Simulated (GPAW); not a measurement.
# BN (P6_3/mmc) in GPAW: a series of runs, part 3 of 3

GPAW 26.7.0. Earlier steps stand in the parts before.

## Step 7: Dielectric tensor, PBE

This run uses another cell than the first one, of 9.33 Å³/atom, 1.040 times its volume.

run.py

```python
import numpy as np
from ase.dft.bandgap import bandgap
from ase.io import read, write
from gpaw import GPAW, PW
from gpaw.response.df import DielectricFunction

atoms = read('POSCAR')

calc = GPAW(mode=PW(650),
            xc='PBE',
            kpts={'size': (10, 10, 4), 'gamma': True},
            occupations={'name': 'fermi-dirac', 'width': 0.001},
            nbands=18,
            convergence={'density': 1e-06},
            maxiter=150,
            txt='gpaw.txt')
atoms.calc = calc
energy = atoms.get_potential_energy()
calc.write('gs.gpw')
write('result.traj', atoms)
print(f'Energy: {energy:.6f} eV')
print('Fermi level:', round(calc.get_fermi_level(), 4), 'eV')
print(f'Gap: {bandgap(calc)[0]:.4f} eV, direct: {bandgap(calc, direct=True)[0]:.4f} eV')

for size in [(15, 15, 5)]:
    name = 'x'.join(str(n) for n in size)
    dense = calc.fixed_density(kpts={'size': size, 'gamma': True},
                               nbands=54, convergence={'bands': 48, 'eigenstates': 1e-7},
                               update_fermi_level=True, txt=f'dense-{name}.txt')
    dense.write(f'{name}.gpw', mode='all')
    df = DielectricFunction(f'{name}.gpw', frequencies=np.array([0.0]), hilbert=False, eta=0.001,
                            ecut=80, nbands=48, intraband=False, txt=f'df-{name}.txt')
    for xc in ['RPA']:
        for direction in ['x', 'y', 'z', [0, 1, 1], [1, 0, 1], [1, 1, 0]]:
            e0, e = df.get_macroscopic_dielectric_constant(xc=xc, direction=direction)
            print(f'{name} {xc} {direction}: {e0:.4f} without, {e:.4f} with local fields')
```

POSCAR

```
BN
1.0
    2.5311153490      0.0000000000      0.0000000000
   -1.2655576745      2.1920101922      0.0000000000
    0.0000000000      0.0000000000      6.7230218559
N B
2 2
Direct
    0.6666666667      0.3333333333      0.2500000000
    0.3333333333      0.6666666667      0.7500000000
    0.6666666667      0.3333333333      0.7500000000
    0.3333333333      0.6666666667      0.2500000000
```

Potentials or basis: GPAW PAW data sets (gpaw-data 1.2.1), pw.

Launch:

```sh
$ OMP_NUM_THREADS=1 python run.py
```

gpaw.txt:

```text
__  _  _
 | _ |_)|_||  |
 |__||  | ||/\| - 26.7.0

Input parameters:
  mode=PW(ecut=650.0),
  convergence={'density': 1e-06},
  kpts=MonkhorstPack(size=(10, 10, 4), gamma=True),
  maxiter=150,
  nbands=18,
  occupations=Occupations(name='fermi-dirac', width=0.001),
  xc=XC(name='PBE')

Diagonalizing LCAO Hamiltonian
Converting LCAO to pw mode

        N B

        B N

Atoms  # Å, Bohr magnetons
|   | symbol |         x |        y |        z |    initial magnetic moments |
|---|--------|-----------|----------|----------|-----------------------------|
| 0 |      N |  1.265558 | 0.730670 | 1.680755 | ( 0.0000,  0.0000,  0.0000) |
| 1 |      N | -0.000000 | 1.461340 | 5.042266 | ( 0.0000,  0.0000,  0.0000) |
| 2 |      B |  1.265558 | 0.730670 | 5.042266 | ( 0.0000,  0.0000,  0.0000) |
| 3 |      B | -0.000000 | 1.461340 | 1.680755 | ( 0.0000,  0.0000,  0.0000) |

Unit cell  # Å
| periodic |         x |        y |        z |  lengths |     angles |
|----------|-----------|----------|----------|----------|------------|
|      yes |  2.531115 | 0.000000 | 0.000000 | 2.531115 |  90.000000 |
|      yes | -1.265558 | 2.192010 | 0.000000 | 2.531115 |  90.000000 |
|      yes |  0.000000 | 0.000000 | 6.723022 | 6.723022 | 120.000000 |

Number of symmetries: 12
Symmetry operations  # r_c * U_cc + t_c -> r_c
|    | kind |            matrix            |
|----|------|------------------------------|
|  0 |  σ   |  1, 1, 0,  0,-1, 0,  0, 0, 1 |
|  1 |  S6  |  1, 1, 0, -1, 0, 0,  0, 0,-1 |
|  2 |  E   |  1, 0, 0,  0, 1, 0,  0, 0, 1 |
|  3 |  C2  |  1, 0, 0, -1,-1, 0,  0, 0,-1 |
|  4 |  C2  |  0, 1, 0,  1, 0, 0,  0, 0,-1 |
|  5 |  C3  |  0, 1, 0, -1,-1, 0,  0, 0, 1 |
|  6 |  S6  |  0,-1, 0,  1, 1, 0,  0, 0,-1 |
|  7 |  σ   |  0,-1, 0, -1, 0, 0,  0, 0, 1 |
|  8 |  σ   | -1, 0, 0,  1, 1, 0,  0, 0, 1 |
|  9 |  i   | -1, 0, 0,  0,-1, 0,  0, 0,-1 |
| 10 |  C3  | -1,-1, 0,  1, 0, 0,  0, 0, 1 |
| 11 |  C2  | -1,-1, 0,  0, 1, 0,  0, 0,-1 |

BZ-sampling:
  Number of BZ points: 400
  Number of IBZ points: 50

  Monkhorst-Pack size: [10, 10, 4]
  Monkhorst-Pack shift: [0.05, 0.05, 0.125]

K-points  # in reciprocal-cell coordinates
|     |                                coordinates |     weight |
|-----|--------------------------------------------|------------|
|   0 | (  0.00000000,   0.00000000,   0.00000000) | 0.00250000 |
|   1 | (  0.00000000,   0.00000000,   0.25000000) | 0.00500000 |
|   2 | (  0.00000000,   0.00000000,   0.50000000) | 0.00250000 |
|   3 | (  0.10000000,   0.00000000,  -0.25000000) | 0.01500000 |
|   4 | (  0.10000000,   0.00000000,   0.00000000) | 0.01500000 |
|   5 | (  0.10000000,   0.00000000,   0.25000000) | 0.01500000 |
|   6 | (  0.10000000,   0.00000000,   0.50000000) | 0.01500000 |
|   7 | (  0.20000000,  -0.10000000,   0.00000000) | 0.01500000 |
|   8 | (  0.20000000,  -0.10000000,   0.25000000) | 0.03000000 |
|   9 | (  0.20000000,  -0.10000000,   0.50000000) | 0.01500000 |
| ... |                                            |            |
|  49 | (  0.50000000,   0.50000000,   0.50000000) | 0.00750000 |

Plane wave coefficients: 1416
Cutoff: 650.0 eV

Spin-components: 1 (collinear spins)
Bands:           18
Projectors:      20
Spin-degeneracy: 2
Datatype:        complex128

Parallelization:
  kpt:    1
  domain: 1
  band:   1

Density:
  Valence electrons: 16.0
  Components: 1
  Grid points: [15 15 40]
  Charge: 0.0  # |e|

Potential:
  Grid points: [15 15 40]

species:
  N:
    name:    Nitrogen
    Z:       7.0
    valence: 5
    core:    2
    charge:  0.0  # [|e|]
    compensation charges:
      type: gauss
      rc: 0.18  # [Å]
      lmax: 2
    cutoffs:
      filter: 1.11  # [Å]
      core: 0.96  # [Å]
    projectors
    | kind |    occ | energy [eV] | rcut [Å] |
    |------|--------|-------------|----------|
    |   2s |  2.000 |     -18.583 |    0.603 |
    |   2p |  3.000 |      -7.089 |    0.529 |
    |    s |        |       8.629 |    0.603 |
    |    p |        |      20.123 |    0.529 |
    |    d |        |       0.000 |    0.577 |

    Using partial waves for N as LCAO basis

  B:
    name:    Boron
    Z:       5.0
    valence: 3
    core:    2
    charge:  0.0  # [|e|]
    compensation charges:
      type: gauss
      rc: 0.20  # [Å]
      lmax: 2
    cutoffs:
      filter: 1.14  # [Å]
      core: 1.38  # [Å]
    projectors
    | kind |    occ | energy [eV] | rcut [Å] |
    |------|--------|-------------|----------|
    |   2s |  2.000 |      -9.443 |    0.635 |
    |   2p |  1.000 |      -3.606 |    0.635 |
    |    s |        |      17.768 |    0.635 |
    |    p |        |      23.605 |    0.635 |
    |    d |        |       0.000 |    0.635 |

    Using partial waves for B as LCAO basis

Reference energy: -4302.422143  # eV

eigensolver:
  PPCG
  Converge bands: occupied
  niter=2

density mixing:
  MSR1-Mixer
  Pratt-step length: 0.05
  Maximum mixing coefficient: 0.75
  Old densities: 10
  SVD Regularization: 0.005
  Good broyden scale: 1.0
  Trust region scale: 1.0
  Backstep threshold: 4.0
  History deletion threshold: 6.0
  Fourier metric: weight=20.0, sigma=0.015

occupation numbers:
  Fermi-Dirac:
    width: 0.0010  # eV

poisson solver:
  ecut: 5200.0  # eV

xc functional:
  name: PBE with 2 nearest neighbor stencil

convergence criteria:
- Maximum integral of absolute [dens]ity change: 1e-06 electrons / valence electron
- Maximum [total energy] change in last 3 cyles: 0.0005 eV / valence electron
- Maximum integral of absolute [eigenst]ate change: 4e-08 eV^2 / valence electron
maximum number of iterations: 150

SCF iterations
|iter     | |      energy | eigst |  dens |
|---------|-|-------------|-------|-------|
|iter:   1| |  -37.972233 | +0.44 |       |
|iter:   2| |  -37.369271 | -1.36 | -0.65 |
|iter:   3| |  -35.112751 | -0.86 | -0.70 |
|iter:   4| |  -35.071853 | -2.28 | -1.32 |
|iter:   5| |  -35.070516 | -2.98 | -1.70 |
|iter:   6| |  -35.070895c| -4.41 | -2.31 |
|iter:   7| |  -35.070900c| -6.04 | -3.39 |
|iter:   8| |  -35.070901c| -7.47c| -3.96 |
|iter:   9| |  -35.070901c| -7.72c| -4.58 |
|iter:  10| |  -35.070901c| -8.57c| -5.26 |
|iter:  11| |  -35.070901c| -9.39c| -5.83 |
|iter:  12| |  -35.070901c|-10.20c| -6.64c|

Converged in 12 steps
Energy contributions relative to reference atoms: (reference = -4302.422143)

Energy contributions:
  Kinetic:          29.011897
  Coulomb:         -30.341025
  Zero:              0.063046
  External:          0.000000
  Xc:              -33.804818
  Entropy:          -0.000000
  Spinorbit:         0.000000
  ----------------------------
  Free energy:     -35.070901
  Extrapolated:    -35.070901

dipole moment: (0.000000, 0.000000, 0.000001)  # |e|*Ang

Fermi level: 4.636
Eigenvalues  # (at kpt = [0.000, 0.000, 0.000])
| band index |      eig [eV] | occ [0-2] |
|------------|---------------|-----------|
|          0 |       -13.865 |     2.000 |
|          1 |       -13.594 |     2.000 |
|          2 |        -2.266 |     2.000 |
|          3 |        -0.246 |     2.000 |
|          4 |         2.373 |     2.000 |
|          5 |         2.373 |     2.000 |
[... 8 lines left out ...]
|         14 |        15.372 |     0.000 |
|         15 |        16.378 |     0.000 |
|        ... |               |           |
|         17 |        19.945 |     0.000 |

Gap: 4.199 eV
Transition (v -> c):
  (s=0, k=33, n=7, [0.40, 0.30, 0.00]) -> (s=0, k=47, n=8, [0.50, 0.50, 0.00])
Direct/indirect transitions are different
Direct gap: 4.605 eV
Transition at: (s=0, k=36, n=7, [0.40, 0.40, 0.00])
# Writing to gs.gpw (mode='')
```

It took 1.9 min on 1 thread of INTEL XEON PLATINUM 8581C at 2.30GHz (Emerald Rapids), shared host; peak memory 0.47 GiB.

Results:

```yaml
Free_energy: -35.0709 eV
Band_gap_on_the_k_mesh: 4.20 eV, indirect (least direct gap 4.61 eV)
Electronic_dielectric_tensor_diagonal: 4.60, 4.60, 2.50
```

Electronic dielectric tensor:
```
4.60 0.00 0.00
0.00 4.60 0.00
0.00 0.00 2.50
```

Caveat: the long-wavelength limit can be off by a per cent or two; an odd mesh through Γ misses points on the zone boundary, where band edges often lie; this functional lacks dispersion, which binds the layers, so the pressure and a relaxed spacing across them are unreliable. As with any semilocal functional, this PBE gap is likely too small.

## Step 8: Summary

```csv
task,level,potentials or basis,cell,k mesh,cutoff (eV),response ecut,frequency,extrapolate,vertex,qp bands,mesh quality,gap on the mesh (eV)
G0W0 quasiparticle levels,LDA,"PAW data sets generated in the run's folder for this functional, pw","P6_3/mmc, 8.97 Å³/atom",5 × 5 × 2,600,150 eV,ppa,yes,none,3,coarse,-
dielectric tensor,PBE,"GPAW PAW data sets (gpaw-data 1.2.1), pw","P6_3/mmc, 9.5 Å³/atom",10 × 10 × 4,650,80 eV,-,-,-,-,not flagged,4.18
dielectric tensor,PBE,"GPAW PAW data sets (gpaw-data 1.2.1), pw","P6_3/mmc, 8.43 Å³/atom",10 × 10 × 4,650,80 eV,-,-,-,-,not flagged,4.31
dielectric tensor,PBE,"GPAW PAW data sets (gpaw-data 1.2.1), pw","P6_3/mmc, 8.61 Å³/atom",10 × 10 × 4,650,80 eV,-,-,-,-,not flagged,4.29
dielectric tensor,PBE,"GPAW PAW data sets (gpaw-data 1.2.1), pw","P6_3/mmc, 9.15 Å³/atom",10 × 10 × 4,650,80 eV,-,-,-,-,not flagged,4.22
dielectric tensor,PBE,"GPAW PAW data sets (gpaw-data 1.2.1), pw","P6_3/mmc, 9.33 Å³/atom",10 × 10 × 4,650,80 eV,-,-,-,-,not flagged,4.20
```

Alike in all rows: no spin polarisation; smearing fermi-dirac 0.001 eV.

Caveats: some runs use coarse meshes; the long-wavelength limit can be off by a per cent or two; an odd mesh through Γ misses points on the zone boundary, where band edges often lie; this functional lacks dispersion, which binds the layers, so the pressure and a relaxed spacing across them are unreliable (some runs); the quasiparticle gap is taken among the few k points that were corrected (some runs); on this mesh the treatment of q = 0 moves the result by about a tenth of an eV (some runs).

Absolute energies hang on the potentials; compare differences alone.
